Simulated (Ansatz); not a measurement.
Runs of Ansatz 0.2.0 on MnAs. Symmetry: P6_3/mmc, No. 194, hexagonal system. The conventional cell has a = 3.710 Å, b = 3.710 Å, c = 5.691 Å, α = 90.00°, β = 90.00°, γ = 120.00°. As (site symmetry -6m2) has 6 Mn at 2.57 Å as nearest neighbours. Mn (site symmetry -3m) has 6 As at 2.57 Å and 2 Mn at 2.85 Å as nearest neighbours. 

```csv
task,level,spin,U,cell,k mesh,hubbard projectors,double counting,gap on the mesh (eV),pressure (GPa),moment (μB),relaxed volume (Å³/atom)
single point,PBEsol,"collinear, ferromagnetic start",-,as given,8 × 8 × 5,-,-,none,-8.7,6.23,-
relaxation of cell and atoms,PBEsol+U,"collinear, ferromagnetic start",Mn d U = 5 eV,relaxed,8 × 8 × 5,ortho-atomic (the default),fll (the default),none,0.0,8.07,19.16
single point,PBEsol,"non-collinear, random start",-,as given,6 × 6 × 4,-,-,none,-8.8,6.21,-
relaxation of cell and atoms,PBEsol+U,"collinear, ferromagnetic start",Mn d U = 6 eV,relaxed,8 × 8 × 5,ortho-atomic (the default),fll (the default),none,0.0,8.10,19.58
relaxation of cell and atoms,PBEsol,"collinear, ferromagnetic start",-,relaxed,8 × 8 × 5,-,-,none,0.0,4.84,(a)
relaxation of cell and atoms,PBEsol+U,"collinear, ferromagnetic start",Mn d U = 1 eV,relaxed,8 × 8 × 5,ortho-atomic (the default),fll (the default),none,0.0,6.47,16.05
single point,PBEsol,off,-,as given,8 × 8 × 5,-,-,none,-24.3,-,-
relaxation of cell and atoms,PBEsol+U,"collinear, ferromagnetic start",Mn d U = 8 eV,relaxed,8 × 8 × 5,ortho-atomic (the default),fll (the default),none,0.0,(b),20.40
relaxation of cell and atoms,PBEsol+U,"collinear, ferromagnetic start",Mn d U = 2 eV,relaxed,8 × 8 × 5,ortho-atomic (the default),fll (the default),none,0.0,(c),17.32
relaxation of cell and atoms,PBEsol+U,"collinear, ferromagnetic start",Mn d U = 4 eV,relaxed,8 × 8 × 5,ortho-atomic (the default),fll (the default),none,0.0,8.05,18.72
single point,PBEsol,"collinear, random start",-,as given,8 × 8 × 5,-,-,none,-8.7,6.23,-
```

Alike in all rows: potentials or basis Ansatz PAW; cutoff (eV) 420; smearing fermi-dirac 0.05 eV.

Question: Estimate the missing entries.

Answer: (a) 14.73; (b) 8.18; (c) 7.49.

Caveats: the PAW data sets come from PBE, with cores solved anew for the run's functional, which leaves a small shift of forces and pressure; the plane-wave basis is chosen anew once the cell has moved, so the energies of steps on either side of that aren't comparable (some runs); the magnetic or orbital state may not be the lowest (some runs); the U is typed as a test and isn't derived for this compound (some runs); the volume moved by over 15 % at a fixed basis, so the end points are rough (some runs); the starting moments weren't kept (some runs).

A k mesh can miss the band edges, and the runs leave out spin-orbit coupling on As.

A gap of «none» marks a metal or a gap under the smearing width.
